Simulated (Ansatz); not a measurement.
## Ge: computed properties

Level of theory: DFT PBE, scalar-relativistic, plane waves, PAW in Ansatz.

Settings: cutoff 420 eV, Γ-centred mesh 8×8×6 on the computed 8-atom cell, Gaussian smearing of 0.10 eV; no spin polarisation.

The structure is relaxed at this level of theory with its symmetry kept, and needn't be the ground state of this composition.

Space group Cmce (No. 64), orthorhombic, a = 7.042 Å, b = 8.152 Å, c = 7.066 Å. Ge has 4 Ge at 2.49–2.52 Å.

```json
{"Volume per atom": "25.35 Å³", "Energy over the standard state (uncorrected)": "+0.083 eV/atom", "Kohn–Sham band gap": "zero, with almost no states at the Fermi level", "Density of states at the Fermi level": "0.0 states/eV per cell", "Orbital (Löwdin) character within 0.5 eV of the Fermi level": "Ge 4p 80 %, Ge 4s 17 %", "Bulk modulus": "54 GPa", "Its pressure derivative": "4.6", "Bader charge by site (e)": "Ge (8 in the cell) 0.00"}
```

The cell was found from a structure generator's guess, not taken from experiment. Löwdin shares on free-atom orbitals overweight diffuse shells.
